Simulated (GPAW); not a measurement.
# AlNi3 (Pm-3m) in GPAW: equation of state

Aim: energy against volume of AlNi3 in PBEsol, for its equilibrium volume and stiffness.

All numbers are computed with GPAW 26.7.0; they aren't measurements. Logs are shortened: lines on timing, memory, paths and dates and some standing lists are left out, and cuts for length are marked. The log counts tension as positive stress, the text compression.

## 1. The crystal as given

It takes space group Pm-3m (No. 221, cubic). Conventional cell: a = 3.523 Å, b = 3.523 Å, c = 3.523 Å, α = 90.00°, β = 90.00°, γ = 90.00°. Ni (site symmetry 4/mmm) has 8 Ni at 2.49 Å and 4 Al at 2.49 Å as nearest neighbours. Al (site symmetry m-3m) is surrounded by 12 Ni at 2.49 Å.

The cell is a database's computed one.

## 2. Equation of state, PBEsol, collinear spin, ferromagnetic start

run.py

```python
from ase import Atoms
from ase.eos import EquationOfState
from ase.io import Trajectory
from ase.units import GPa
from gpaw import GPAW, PW, setup_paths

setup_paths.insert(0, '.')

atoms = Atoms(['Ni', 'Ni', 'Ni', 'Al'],
              cell=[[3.5230547267, 0.0, 0.0],
                    [0.0, 3.5230547267, 0.0],
                    [0.0, 0.0, 3.5230547267]],
              scaled_positions=[[0.5, 0.5, 0.0],
                                [0.5, 0.0, 0.5],
                                [0.0, 0.5, 0.5],
                                [0.0, 0.0, 0.0]],
              pbc=True)
atoms.set_initial_magnetic_moments([1.0, 1.0, 1.0, 0.0])

traj = Trajectory('eos.traj', 'w')
volumes, energies = [], []
for x in [0.94, 0.96, 0.98, 1.0, 1.02, 1.04, 1.06]:
    a = atoms.copy()
    a.set_cell(atoms.cell * x**(1 / 3), scale_atoms=True)
    calc = GPAW(mode=PW(600),
                xc='PBEsol',
                kpts={'size': (8, 8, 8), 'gamma': True},
                occupations={'name': 'fermi-dirac', 'width': 0.05},
                nbands=45,
                convergence={'density': 1e-05, 'energy': 1e-05},
                maxiter=150,
                txt=f'eos-{x:.2f}.txt')
    a.calc = calc
    energies.append(a.get_potential_energy(force_consistent=True))
    volumes.append(a.get_volume())
    p = -a.get_stress()[:3].mean() / GPa
    calc.write(f'eos-{x:.2f}.gpw')
    traj.write(a)
    print(f'{x:.2f} {volumes[-1]:10.4f} A^3 {energies[-1]:14.6f} eV {p:9.3f} GPa', flush=True)

v0, e0, B = EquationOfState(volumes, energies, eos='birchmurnaghan').fit()
print(f'V0 = {v0:.4f} A^3, E0 = {e0:.6f} eV, B0 = {B / GPa:.2f} GPa')
```

Potentials or basis: PAW data sets generated in the run's folder for this functional, pw.

The run is started by

```console
$ gpaw-setup -f PBEsol Al Ni
$ OMP_NUM_THREADS=1 python run.py
```

The program printed:

```text
__  _  _
 | _ |_)|_||  |
 |__||  | ||/\| - 26.7.0

Input parameters:
  mode=PW(ecut=600.0),
  convergence={'density': 1e-05, 'energy': 1e-05},
  kpts=MonkhorstPack(size=(8, 8, 8), gamma=True),
  maxiter=150,
  nbands=45,
  occupations=Occupations(name='fermi-dirac', width=0.05),
  xc=XC(name='PBEsol')

Diagonalizing LCAO Hamiltonian
Converting LCAO to pw mode
   .-------.
  /|       |
 * |       |
 |Ni       |
 | .-Ni----.
 |/   Ni  /
 Al------*

Atoms  # Å, Bohr magnetons
|   | symbol |        x |        y |        z |    initial magnetic moments |
|---|--------|----------|----------|----------|-----------------------------|
| 0 |     Ni | 1.725568 | 1.725568 | 0.000000 | ( 0.0000,  0.0000,  1.0000) |
| 1 |     Ni | 1.725568 | 0.000000 | 1.725568 | ( 0.0000,  0.0000,  1.0000) |
| 2 |     Ni | 0.000000 | 1.725568 | 1.725568 | ( 0.0000,  0.0000,  1.0000) |
| 3 |     Al | 0.000000 | 0.000000 | 0.000000 | ( 0.0000,  0.0000,  0.0000) |

Unit cell  # Å
| periodic |        x |        y |        z |  lengths |    angles |
|----------|----------|----------|----------|----------|-----------|
|      yes | 3.451135 | 0.000000 | 0.000000 | 3.451135 | 90.000000 |
|      yes | 0.000000 | 3.451135 | 0.000000 | 3.451135 | 90.000000 |
|      yes | 0.000000 | 0.000000 | 3.451135 | 3.451135 | 90.000000 |

Number of symmetries: 48
Symmetry operations  # r_c * U_cc + t_c -> r_c
|    | kind |            matrix            |
|----|------|------------------------------|
|  0 |  E   |  1, 0, 0,  0, 1, 0,  0, 0, 1 |
|  1 |  σ   |  1, 0, 0,  0, 1, 0,  0, 0,-1 |
|  2 |  σ   |  1, 0, 0,  0, 0, 1,  0, 1, 0 |
|  3 |  C4  |  1, 0, 0,  0, 0, 1,  0,-1, 0 |
|  4 |  C4  |  1, 0, 0,  0, 0,-1,  0, 1, 0 |
|  5 |  σ   |  1, 0, 0,  0, 0,-1,  0,-1, 0 |
|  6 |  σ   |  1, 0, 0,  0,-1, 0,  0, 0, 1 |
|  7 |  C2  |  1, 0, 0,  0,-1, 0,  0, 0,-1 |
|  8 |  σ   |  0, 1, 0,  1, 0, 0,  0, 0, 1 |
|  9 |  C2  |  0, 1, 0,  1, 0, 0,  0, 0,-1 |
| 10 |  C3  |  0, 1, 0,  0, 0, 1,  1, 0, 0 |
| 11 |  S6  |  0, 1, 0,  0, 0, 1, -1, 0, 0 |
| 12 |  S6  |  0, 1, 0,  0, 0,-1,  1, 0, 0 |
| 13 |  C3  |  0, 1, 0,  0, 0,-1, -1, 0, 0 |
| 14 |  C4  |  0, 1, 0, -1, 0, 0,  0, 0, 1 |
| 15 |  S4  |  0, 1, 0, -1, 0, 0,  0, 0,-1 |
| 16 |  C3  |  0, 0, 1,  1, 0, 0,  0, 1, 0 |
| 17 |  S6  |  0, 0, 1,  1, 0, 0,  0,-1, 0 |
| 18 |  σ   |  0, 0, 1,  0, 1, 0,  1, 0, 0 |
| 19 |  C4  |  0, 0, 1,  0, 1, 0, -1, 0, 0 |
| 20 |  C2  |  0, 0, 1,  0,-1, 0,  1, 0, 0 |
| 21 |  S4  |  0, 0, 1,  0,-1, 0, -1, 0, 0 |
| 22 |  S6  |  0, 0, 1, -1, 0, 0,  0, 1, 0 |
| 23 |  C3  |  0, 0, 1, -1, 0, 0,  0,-1, 0 |
| 24 |  S6  |  0, 0,-1,  1, 0, 0,  0, 1, 0 |
| 25 |  C3  |  0, 0,-1,  1, 0, 0,  0,-1, 0 |
| 26 |  C4  |  0, 0,-1,  0, 1, 0,  1, 0, 0 |
| 27 |  σ   |  0, 0,-1,  0, 1, 0, -1, 0, 0 |
| 28 |  S4  |  0, 0,-1,  0,-1, 0,  1, 0, 0 |
| 29 |  C2  |  0, 0,-1,  0,-1, 0, -1, 0, 0 |
| 30 |  C3  |  0, 0,-1, -1, 0, 0,  0, 1, 0 |
| 31 |  S6  |  0, 0,-1, -1, 0, 0,  0,-1, 0 |
| 32 |  C4  |  0,-1, 0,  1, 0, 0,  0, 0, 1 |
| 33 |  S4  |  0,-1, 0,  1, 0, 0,  0, 0,-1 |
| 34 |  S6  |  0,-1, 0,  0, 0, 1,  1, 0, 0 |
| 35 |  C3  |  0,-1, 0,  0, 0, 1, -1, 0, 0 |
| 36 |  C3  |  0,-1, 0,  0, 0,-1,  1, 0, 0 |
| 37 |  S6  |  0,-1, 0,  0, 0,-1, -1, 0, 0 |
| 38 |  σ   |  0,-1, 0, -1, 0, 0,  0, 0, 1 |
| 39 |  C2  |  0,-1, 0, -1, 0, 0,  0, 0,-1 |
| 40 |  σ   | -1, 0, 0,  0, 1, 0,  0, 0, 1 |
| 41 |  C2  | -1, 0, 0,  0, 1, 0,  0, 0,-1 |
| 42 |  C2  | -1, 0, 0,  0, 0, 1,  0, 1, 0 |
| 43 |  S4  | -1, 0, 0,  0, 0, 1,  0,-1, 0 |
| 44 |  S4  | -1, 0, 0,  0, 0,-1,  0, 1, 0 |
| 45 |  C2  | -1, 0, 0,  0, 0,-1,  0,-1, 0 |
| 46 |  C2  | -1, 0, 0,  0,-1, 0,  0, 0, 1 |
| 47 |  i   | -1, 0, 0,  0,-1, 0,  0, 0,-1 |

BZ-sampling:
  Number of BZ points: 512
  Number of IBZ points: 35

  Monkhorst-Pack size: [8, 8, 8]
  Monkhorst-Pack shift: [0.0625, 0.0625, 0.0625]

K-points  # in reciprocal-cell coordinates
|     |                                coordinates |     weight |
|-----|--------------------------------------------|------------|
|   0 | (  0.00000000,   0.00000000,   0.00000000) | 0.00195312 |
|   1 | (  0.12500000,   0.00000000,   0.00000000) | 0.01171875 |
|   2 | (  0.12500000,   0.12500000,   0.00000000) | 0.02343750 |
|   3 | (  0.12500000,   0.12500000,   0.12500000) | 0.01562500 |
|   4 | (  0.25000000,   0.00000000,   0.00000000) | 0.01171875 |
|   5 | (  0.25000000,   0.12500000,   0.00000000) | 0.04687500 |
|   6 | (  0.25000000,   0.12500000,   0.12500000) | 0.04687500 |
|   7 | (  0.25000000,   0.25000000,   0.00000000) | 0.02343750 |
|   8 | (  0.25000000,   0.25000000,   0.12500000) | 0.04687500 |
|   9 | (  0.25000000,   0.25000000,   0.25000000) | 0.01562500 |
| ... |                                            |            |
|  34 | (  0.50000000,   0.50000000,   0.50000000) | 0.00195312 |

Plane wave coefficients: 1406
Cutoff: 600.0 eV

Spin-components: 2 (collinear spins)
Bands:           45
Projectors:      23
Spin-degeneracy: 1
Datatype:        complex128

Parallelization:
  kpt:    1
  domain: 1
  band:   1

Density:
  Valence electrons: 51.0
  Components: 2
  Grid points: [20 20 20]
  Charge: 0.0  # |e|

Potential:
  Grid points: [20 20 20]

species:
  Ni:
    name:    Nickel
    Z:       28.0
    valence: 16
    core:    12
    charge:  0.0  # [|e|]
    compensation charges:
      type: gauss
      rc: 0.36  # [Å]
      lmax: 2
    cutoffs:
      filter: 2.14  # [Å]
      core: 1.98  # [Å]
    projectors
    | kind |    occ | energy [eV] | rcut [Å] |
    |------|--------|-------------|----------|
    |   4s |  2.000 |      -5.661 |    1.164 |
    |   3p |  6.000 |     -71.261 |    1.207 |
    |   4p |  0.000 |      -1.193 |    1.207 |
    |   3d |  8.000 |      -8.901 |    1.138 |
    |    s |        |      21.550 |    1.164 |
    |    d |        |      18.310 |    1.138 |

    Using partial waves for Ni as LCAO basis

  Al:
    name:    Aluminium
    Z:       13.0
    valence: 3
    core:    10
    charge:  0.0  # [|e|]
    compensation charges:
      type: gauss
      rc: 0.34  # [Å]
      lmax: 2
    cutoffs:
      filter: 1.91  # [Å]
      core: 2.36  # [Å]
    projectors
    | kind |    occ | energy [eV] | rcut [Å] |
    |------|--------|-------------|----------|
    |   3s |  2.000 |      -7.715 |    1.085 |
    |   3p |  1.000 |      -2.689 |    1.085 |
    |    s |        |      19.497 |    1.085 |
    |    p |        |      24.522 |    1.085 |
    |    d |        |       0.000 |    1.085 |

    Using partial waves for Al as LCAO basis

Reference energy: -130587.894217  # eV

eigensolver:
  PPCG
  Converge bands: occupied
  niter=2

density mixing:
  MSR1-Mixer
  Pratt-step length: 0.05
  Maximum mixing coefficient: 0.75
  Old densities: 10
  SVD Regularization: 0.005
  Good broyden scale: 1.0
  Trust region scale: 1.0
  Backstep threshold: 4.0
  History deletion threshold: 6.0
  Fourier metric: weight=20.0, sigma=0.015

occupation numbers:
  Fermi-Dirac:
    width: 0.0500  # eV

poisson solver:
  ecut: 4800.0  # eV

xc functional:
  name: PBEsol with 2 nearest neighbor stencil

convergence criteria:
- Maximum integral of absolute [dens]ity change: 1e-05 electrons / valence electron
- Maximum [total energy] change in last 3 cyles: 1e-05 eV / valence electron
- Maximum integral of absolute [eigenst]ate change: 4e-08 eV^2 / valence electron
maximum number of iterations: 150

SCF iterations
|iter     | |      energy | eigst |  dens |  magmom |
|---------|-|-------------|-------|-------|---------|
|iter:   1| |  -28.826780 | +0.65 |       |  +3.0045|
|iter:   2| |  -29.052252 | -1.27 | -1.19 |  +2.9050|
|iter:   3| |  -29.384765 | -2.80 | -1.26 |  +2.2853|
|iter:   4| |  -29.525512 | -2.54 | -1.33 |  +1.3691|
|iter:   5| |  -29.568624 | -3.20 | -1.81 |  +0.9179|
|iter:   6| |  -29.571793 | -4.01 | -2.19 |  +0.6984|
|iter:   7| |  -29.572491 | -5.09 | -2.53 |  +0.6393|
|iter:   8| |  -29.572570 | -4.88 | -2.71 |  +0.6057|
|iter:   9| |  -29.572208c| -5.57 | -3.06 |  +0.5872|
|iter:  10| |  -29.572156c| -7.33 | -3.94 |  +0.5820|
|iter:  11| |  -29.572114c| -7.79c| -4.39 |  +0.5779|
|iter:  12| |  -29.572092c| -8.43c| -4.72 |  +0.5759|
|iter:  13| |  -29.572089c| -8.61c| -5.27c|  +0.5755|

Converged in 13 steps
Energy contributions relative to reference atoms: (reference = -130587.894217)

Energy contributions:
  Kinetic:          35.260989
  Coulomb:         -23.585620
  Zero:              0.191298
  External:          0.000000
  Xc:              -41.423499
  Entropy:          -0.030516
  Spinorbit:         0.000000
  ----------------------------
  Free energy:     -29.587347
  Extrapolated:    -29.572089

dipole moment: (-12.993328, -12.993328, -12.993328)  # |e|*Ang

Total magnetic moment: (0.000000, 0.000000, 0.575507)

Local magnetic moments
|        x |        y |         z |
|----------|----------|-----------|
| 0.000000 | 0.000000 |  0.209726 |  # Ni   0
| 0.000000 | 0.000000 |  0.209726 |  # Ni   1
| 0.000000 | 0.000000 |  0.209726 |  # Ni   2
| 0.000000 | 0.000000 | -0.010694 |  # Al   3

Fermi level: 9.631
Eigenvalues  # (at kpt = [0.000, 0.000, 0.000])
| band index |      eig [eV] | occ [0-1] |      eig [eV] | occ [0-1] |
|------------|---------------|-----------|---------------|-----------|
|          0 |       -53.967 |     1.000 |       -53.712 |     1.000 |
|        ... |               |           |               |           |
|         14 |         5.875 |     1.000 |         6.093 |     1.000 |
|         15 |         5.875 |     1.000 |         6.093 |     1.000 |
|         16 |         8.108 |     1.000 |         8.290 |     1.000 |
|         17 |         8.108 |     1.000 |         8.290 |     1.000 |
|         18 |         8.108 |     1.000 |         8.290 |     1.000 |
|         19 |         9.068 |     1.000 |         9.226 |     1.000 |
|         20 |         9.068 |     1.000 |         9.226 |     1.000 |
|         21 |         9.429 |     0.983 |         9.662 |     0.350 |
|         22 |         9.677 |     0.284 |        10.014 |     0.000 |
|         23 |         9.677 |     0.284 |        10.014 |     0.000 |
|         24 |         9.677 |     0.284 |        10.014 |     0.000 |
|         25 |        10.403 |     0.000 |        10.385 |     0.000 |
|         26 |        10.403 |     0.000 |        10.385 |     0.000 |
|         27 |        10.403 |     0.000 |        10.385 |     0.000 |
|         28 |        16.792 |     0.000 |        16.879 |     0.000 |
|        ... |               |           |               |           |
|         44 |        36.775 |     0.000 |        36.770 |     0.000 |

No gap
No difference between direct/indirect transitions

Stress tensor  # eV/Ang^3
|         x |         y |         z |
|-----------|-----------|-----------|
| -0.102616 |  0.000000 |  0.000000 |
|  0.000000 | -0.102616 |  0.000000 |
|  0.000000 |  0.000000 | -0.102616 |

# Writing to eos-0.94.gpw (mode='')
```

Wall time 4.8 min (1 thread of AMD EPYC 9R45 (Zen 5), shared host); peak memory 0.4 GiB.

What came out:

* Equilibrium volume: 11.01 Å³/atom
* Bulk modulus: 205 GPa
* Pressure derivative of the bulk modulus: 4.6

Energy against volume, from the lowest point:
```csv
volume (Å³/atom),energy (meV/atom)
10.276,34.95
10.495,16.33
10.713,4.93
10.932,0.00
11.151,0.87
11.369,6.91
11.588,17.58
```

Caveat: the stock nickel data set gives pressures a few GPa off other programs.
